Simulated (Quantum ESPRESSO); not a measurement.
# La (Im-3m) in Quantum ESPRESSO: a series of runs

The runs below take La through phonons, with PBEsol, PBE, LDA.

All numbers are computed with Quantum ESPRESSO 7.5; they aren't measurements. Logs are shortened: lines on timing, memory, paths and dates and some standing lists are left out, and cuts for length are marked.

## Step 1: The crystal as given

It takes space group Im-3m (No. 229, cubic). Conventional cell: a = 4.248 Å, b = 4.248 Å, c = 4.248 Å, α = 90.00°, β = 90.00°, γ = 90.00°. Around La (site symmetry m-3m) lie 8 La at 3.68 Å.

This isn't the form of La at room conditions, which is double hcp.

## Step 2: Phonons, PBEsol

pw.in

```
&CONTROL
  calculation = 'scf'
  prefix = 'pwscf'
  outdir = './tmp'
  pseudo_dir = './pseudo'
  tprnfor = .true.
  tstress = .true.
  disk_io = 'low'
/
&SYSTEM
  ibrav = 0
  nat = 1
  ntyp = 1
  ecutwfc = 45
  ecutrho = 360
  nbnd = 11
  occupations = 'smearing'
  smearing = 'mv'
  degauss = 0.01999163
/
&ELECTRONS
  conv_thr = 2d-10
  electron_maxstep = 120
  mixing_beta = 0.5
/
ATOMIC_SPECIES
La   138.9055 la_pbesol_v1.uspp.F.UPF
CELL_PARAMETERS angstrom
  -2.1238310710    2.1238310710    2.1238310710
   2.1238310710   -2.1238310710    2.1238310710
   2.1238310710    2.1238310710   -2.1238310710
ATOMIC_POSITIONS crystal
La     0.0000000000    0.0000000000    0.0000000000
K_POINTS automatic
9 9 9 0 0 0
```

relax.in

```
&CONTROL
  calculation = 'vc-relax'
  prefix = 'pwscf'
  outdir = './tmp'
  pseudo_dir = './pseudo'
  tprnfor = .true.
  tstress = .true.
  disk_io = 'low'
  nstep = 40
  forc_conv_thr = 0.0001
  etot_conv_thr = 1d-06
/
&SYSTEM
  ibrav = 0
  nat = 1
  ntyp = 1
  ecutwfc = 45
  ecutrho = 360
  nbnd = 11
  occupations = 'smearing'
  smearing = 'mv'
  degauss = 0.01999163
/
&ELECTRONS
  conv_thr = 2d-10
  electron_maxstep = 120
  mixing_beta = 0.5
/
&IONS
  ion_dynamics = 'bfgs'
/
&CELL
  cell_dynamics = 'bfgs'
  press = 0
  press_conv_thr = 0.2
/
ATOMIC_SPECIES
La   138.9055 la_pbesol_v1.uspp.F.UPF
CELL_PARAMETERS angstrom
  -2.1238310710    2.1238310710    2.1238310710
   2.1238310710   -2.1238310710    2.1238310710
   2.1238310710    2.1238310710   -2.1238310710
ATOMIC_POSITIONS crystal
La     0.0000000000    0.0000000000    0.0000000000
K_POINTS automatic
9 9 9 0 0 0
```

scf2.in

```
&CONTROL
  calculation = 'scf'
  prefix = 'pwscf'
  outdir = './tmp'
  pseudo_dir = './pseudo'
  tprnfor = .true.
  tstress = .true.
  disk_io = 'low'
/
&SYSTEM
  ibrav = 0
  nat = 1
  ntyp = 1
  ecutwfc = 45
  ecutrho = 360
  nbnd = 11
  occupations = 'smearing'
  smearing = 'mv'
  degauss = 0.01999163
/
&ELECTRONS
  conv_thr = 1d-13
  electron_maxstep = 120
  mixing_beta = 0.5
  startingpot = 'file'
  startingwfc = 'file'
/
ATOMIC_SPECIES
La   138.9055 la_pbesol_v1.uspp.F.UPF
CELL_PARAMETERS angstrom
  -2.0590813633    2.0590813633    2.0590813633
   2.0590813633   -2.0590813633    2.0590813633
   2.0590813633    2.0590813633   -2.0590813633
ATOMIC_POSITIONS crystal
La     0.0000000000    0.0000000000    0.0000000000
K_POINTS automatic
9 9 9 0 0 0
```

ph.in

```
phonons of La
&INPUTPH
  prefix = 'pwscf'
  outdir = './tmp'
  tr2_ph = 1d-16
  fildyn = 'dyn'
  niter_ph = 60
  alpha_mix(1) = 0.4
/
0.0000000000 0.8660254038 0.0000000000
```

Potentials or basis: GBRV 1.5 PBEsol.

Run with:

```sh
> OMP_NUM_THREADS=1 pw.x -in pw.in > pw.out
> OMP_NUM_THREADS=1 pw.x -in relax.in > relax.out
> OMP_NUM_THREADS=1 pw.x -in scf2.in > scf2.out
> OMP_NUM_THREADS=1 ph.x -in ph.in > ph.out
```

pw.out:

```text
This program is part of the open-source Quantum ESPRESSO suite
     for quantum simulation of materials; please cite
[... 9 lines left out ...]
     --------------------
     sticks:   dense  smooth     PW     G-vecs:    dense   smooth      PW
     Sum        1299     649    205                29797    10473    1865

     Using Slab Decomposition

     bravais-lattice index     =            0
     lattice parameter (alat)  =       6.9515  a.u.
     unit-cell volume          =     258.5928 (a.u.)^3
     number of atoms/cell      =            1
     number of atomic types    =            1
     number of electrons       =        11.00
     number of Kohn-Sham states=           11
     kinetic-energy cutoff     =      45.0000  Ry
     charge density cutoff     =     360.0000  Ry
     scf convergence threshold =      2.0E-10
     mixing beta               =       0.5000
     number of iterations used =            8  plain     mixing
     Exchange-correlation= SLA  PW   PSX  PSC
                           (   1   4  10   8   0   0   0)

     celldm(1)=   6.951515  celldm(2)=   0.000000  celldm(3)=   0.000000
     celldm(4)=   0.000000  celldm(5)=   0.000000  celldm(6)=   0.000000

     crystal axes: (cart. coord. in units of alat)
               a(1) = (  -0.577350   0.577350   0.577350 )
               a(2) = (   0.577350  -0.577350   0.577350 )
               a(3) = (   0.577350   0.577350  -0.577350 )

     reciprocal axes: (cart. coord. in units 2 pi/alat)
               b(1) = ( -0.000000  0.866025  0.866025 )
               b(2) = (  0.866025 -0.000000  0.866025 )
               b(3) = (  0.866025  0.866025  0.000000 )

     PseudoPot. # 1 for La read from file:
     la_pbesol_v1.uspp.F.UPF
     Pseudo is Ultrasoft + core correction, Zval = 11.0
     Generated by new atomic code, or converted to UPF format
     Using radial grid of  995 points,  8 beta functions with:
                l(1) =   0
                l(2) =   0
                l(3) =   1
                l(4) =   1
                l(5) =   2
                l(6) =   2
                l(7) =   3
                l(8) =   3
     Q(r) pseudized with  8 coefficients,  rinner =    1.700   1.700   1.700
                                                       1.700   1.700   1.700
                                                       1.700

     atomic species   valence    mass     pseudopotential
     La               11.00   138.90550     La( 1.00)

     48 Sym. Ops., with inversion, found

   Cartesian axes

     site n.     atom                  positions (alat units)
         1        La     tau(   1) = (   0.0000000   0.0000000   0.0000000  )

     number of k points=    35  Marzari-Vanderbilt smearing, width (Ry)=  0.0200
                       cart. coord. in units 2pi/alat
        k(    1) = (   0.0000000   0.0000000   0.0000000), wk =   0.0027435
        k(    2) = (   0.0962250   0.0962250   0.0000000), wk =   0.0329218
        k(    3) = (   0.1924501   0.1924501   0.0000000), wk =   0.0329218
        k(    4) = (   0.2886751   0.2886751   0.0000000), wk =   0.0329218
        k(    5) = (   0.3849002   0.3849002   0.0000000), wk =   0.0329218
        k(    6) = (   0.1924501   0.0962250   0.0962250), wk =   0.0658436
[... 27 lines left out ...]
        k(   34) = (  -0.7698004  -0.0962250  -0.0962250), wk =   0.0219479
        k(   35) = (   0.0000000   0.0000000   0.7698004), wk =   0.0164609

     Dense  grid:    29797 G-vectors     FFT dimensions: (  45,  45,  45)

     Smooth grid:    10473 G-vectors     FFT dimensions: (  30,  30,  30)

     Check: negative core charge=   -0.000001

     Initial potential from superposition of free atoms

     starting charge      10.9706, renormalised to      11.0000

     negative rho (up, down):  7.546E-02 0.000E+00
     Starting wfcs are   20 randomized atomic wfcs

     Self-consistent Calculation

     iteration #  1     ecut=    45.00 Ry     beta= 0.50
     Davidson diagonalization with overlap
     ethr =  1.00E-02,  avg # of iterations =  1.7

     Threshold (ethr) on eigenvalues was too large:
     Diagonalizing with lowered threshold

     Davidson diagonalization with overlap
     ethr =  3.09E-05,  avg # of iterations =  4.3

     negative rho (up, down):  6.741E-02 0.000E+00
[... 85 lines left out ...]
     iteration # 11     ecut=    45.00 Ry     beta= 0.50
     Davidson diagonalization with overlap
     ethr =  2.83E-12,  avg # of iterations =  1.5

     negative rho (up, down):  5.845E-02 0.000E+00

     End of self-consistent calculation

          k = 0.0000 0.0000 0.0000 (  1289 PWs)   bands (ev):

   -22.2512  -5.2061  -5.2061  -5.2061   7.4475  12.1646  12.1646  12.1646
    12.2982  12.2982  12.2982
[... 68 lines left out ...]
   -22.0657  -6.3191  -5.6916  -5.3753   9.7022  10.5571  12.0333  12.5039
    12.6292  12.7858  12.8537

          k =-0.0000-0.0000 0.1925 (  1337 PWs)   bands (ev):

   -22.2099  -5.4286  -5.3052  -5.3052   8.1660  11.7660  11.7660  11.9118
    12.2080  12.7005  12.7005

          k = 0.3849 0.2887 0.2887 (  1310 PWs)   bands (ev):
[... 11 lines left out ...]
   -22.1578  -5.7668  -5.4287  -5.3339   8.9647  11.2348  11.4521  11.9852
    12.3953  12.7152  12.8061

          k =-0.0000-0.1925 0.3849 (  1322 PWs)   bands (ev):

   -22.0976  -6.1546  -5.5640  -5.3329   9.3774  11.0945  11.1934  12.2374
    12.5418  12.6632  12.8715

          k = 0.0962-0.0962 0.3849 (  1321 PWs)   bands (ev):
[... 11 lines left out ...]
   -22.0552  -6.2514  -5.7417  -5.4114   9.7666  10.6820  11.4354  12.1945
    12.5179  12.6908  12.9020

          k =-0.7698-0.2887-0.2887 (  1309 PWs)   bands (ev):

   -22.0358  -6.3418  -5.8051  -5.4109   9.6416  10.9568  11.2868  12.1060
    12.5844  12.7511  12.9357

          k =-0.6736-0.1925-0.2887 (  1307 PWs)   bands (ev):

   -22.0272  -6.2199  -5.9876  -5.4268  10.2662  10.4125  11.0241  12.4687
    12.4817  12.6774  12.9505

          k = 0.3849 0.3849 0.3849 (  1301 PWs)   bands (ev):
[... 6 lines left out ...]
   -22.1103  -5.8284  -5.5587  -5.5587   9.6777  10.7776  11.8192  11.8192
    12.2944  12.6223  12.8628

          k =-0.0000-0.0962 0.4811 (  1321 PWs)   bands (ev):

   -22.0555  -6.0850  -5.7005  -5.6047   9.9940  10.3712  11.7774  12.0468
    12.4494  12.5379  12.9156

          k = 0.0000-0.1925 0.5774 (  1316 PWs)   bands (ev):
[... 6 lines left out ...]
   -22.0127  -6.1765  -5.8890  -5.6475   9.8497  10.1769  11.6370  12.3496
    12.4130  12.6236  12.9650

          k =-0.7698-0.1925-0.1925 (  1314 PWs)   bands (ev):

   -21.9956  -6.2094  -5.9852  -5.6420   9.7466  10.1258  11.4505  12.3582
    12.5462  12.6551  12.9970

          k =-0.0000-0.0000 0.5774 (  1312 PWs)   bands (ev):

   -22.0070  -6.0492  -5.8492  -5.8492   9.6429  10.0533  12.2939  12.2940
    12.3768  12.4218  12.9709

          k = 0.0000-0.0962 0.6736 (  1312 PWs)   bands (ev):

   -21.9749  -6.1511  -5.9429  -5.8731   9.3663   9.6680  12.2624  12.2897
    12.5168  12.6090  13.0155

          k =-0.7698-0.0962-0.0962 (  1307 PWs)   bands (ev):

   -21.9599  -6.0882  -6.0882  -5.8867   9.3028   9.3028  12.2324  12.4685
    12.5818  12.5818  13.0518

          k = 0.0000 0.0000 0.7698 (  1296 PWs)   bands (ev):

   -21.9457  -6.0699  -6.0390  -6.0390   9.0096   9.1007  12.4275  12.5535
    12.5535  12.5574  13.0592

     the Fermi energy is    10.7547 ev

!    total energy              =    -102.17828099 Ry
     estimated scf accuracy    <          1.0E-10 Ry
     smearing contrib. (-TS)   =      -0.00215015 Ry
     internal energy E=F+TS    =    -102.17613084 Ry

     The total energy is F=E-TS. E is the sum of the following terms:
     one-electron contribution =      -5.92574445 Ry
     hartree contribution      =       7.41601886 Ry
     xc contribution           =     -48.80758635 Ry
     ewald contribution        =     -54.85881890 Ry

     convergence has been achieved in  11 iterations

     negative rho (up, down):  5.845E-02 0.000E+00

     Forces acting on atoms (cartesian axes, Ry/au):

     atom    1 type  1   force =     0.00000000    0.00000000    0.00000000

     Total force =     0.000000     Total SCF correction =     0.000000

     Computing stress (Cartesian axis) and pressure

     negative rho (up, down):  5.845E-02 0.000E+00
          total   stress  (Ry/bohr**3)                   (kbar)     P=      -23.23
  -0.00015790   0.00000000   0.00000000          -23.23        0.00        0.00
   0.00000000  -0.00015790   0.00000000            0.00      -23.23        0.00
   0.00000000   0.00000000  -0.00015790            0.00        0.00      -23.23

=------------------------------------------------------------------------------=
   JOB DONE.
=------------------------------------------------------------------------------=
```

relax.out:

```text
This program is part of the open-source Quantum ESPRESSO suite
     for quantum simulation of materials; please cite
[... 9 lines left out ...]
     --------------------
     sticks:   dense  smooth     PW     G-vecs:    dense   smooth      PW
     Sum        1299     649    205                29797    10473    1865
[... 503 lines left out ...]
   0.00000025  -0.00000000  -0.00000000            0.04       -0.00       -0.00
  -0.00000000   0.00000025  -0.00000000           -0.00        0.04       -0.00
  -0.00000000  -0.00000000   0.00000025           -0.00       -0.00        0.04

=------------------------------------------------------------------------------=
   JOB DONE.
=------------------------------------------------------------------------------=
```

scf2.out:

```text
This program is part of the open-source Quantum ESPRESSO suite
     for quantum simulation of materials; please cite
[... 9 lines left out ...]
     --------------------
     sticks:   dense  smooth     PW     G-vecs:    dense   smooth      PW
     Sum        1227     619    197                27211     9693    1721
[... 334 lines left out ...]
   0.00000024   0.00000000   0.00000000            0.04        0.00        0.00
   0.00000000   0.00000024   0.00000000            0.00        0.04        0.00
   0.00000000   0.00000000   0.00000024            0.00        0.00        0.04

=------------------------------------------------------------------------------=
   JOB DONE.
=------------------------------------------------------------------------------=
```

Run time: 3.4 min. Hardware: 1 thread of Arm Neoverse V2, shared host; peak memory 0.32 GiB.

What came out:

| Property | Result |
| --- | --- |
| Free energy | -1390.2325 eV |
| Relaxed volume | 34.92 Å³/atom |
| Relaxed cell | a = 3.566 Å, b = 3.566 Å, c = 3.566 Å, α = 109.47°, β = 109.47°, γ = 109.47° |
| Space group after relaxing (to 0.05 Å) | Im-3m (No. 229) |
| Pressure after relaxing | 0.0 GPa |
| Band gap on the k mesh | none (metal or under the smearing width) |
| Highest phonon frequency at the q point run | 55 cm⁻¹ |

Step by step:
```
step  energy change (eV)  largest force (eV/Å)  pressure (GPa)  volume (Å³)
   1              0.0000                0.0000           -2.32        38.32
   2             -0.0062                0.0000           -2.06        37.87
   3             -0.0140                0.0000           -1.65        37.20
   4             -0.0222                0.0000           -0.98        36.20
   5             -0.0262                0.0000            0.07        34.84
   6             -0.0262                0.0000            0.00        34.92
   7             -0.0262                0.0000            0.00        34.92
```

Final structure:
```xyz
1
Lattice="-2.0591 2.0591 2.0591 2.0591 -2.0591 2.0591 2.0591 2.0591 -2.0591" Properties=species:S:1:pos:R:3 pbc="T T T"
La    0.0000    0.0000    0.0000
```

Levels at points of the mesh, in eV from the Fermi level:
```tsv
k point	band 4	band 5	band 6	band 7	band 8	band 9
(0.00, 0.00, 0.00)	-15.62	-3.21	1.53	1.53	1.53	1.70
```

Phonon frequencies in cm⁻¹ (negative: imaginary):
| q point | frequencies |
| --- | --- |
| (0.500, -0.500, 0.500) | 55 55 55 |

Phonon modes at q = (0.500, -0.500, 0.500) in reciprocal lattice units:
```
mode  symmetry  cm⁻¹
   1      T_1u    55
   2      T_1u    55
   3      T_1u    55
```

Caveat: the q point doesn't lie on the k mesh, which can shift a metal's frequencies strongly unless the mesh is converged. Spin-orbit coupling is left out, which matters for the levels of La.

(Part 1 of 2 ends here.)
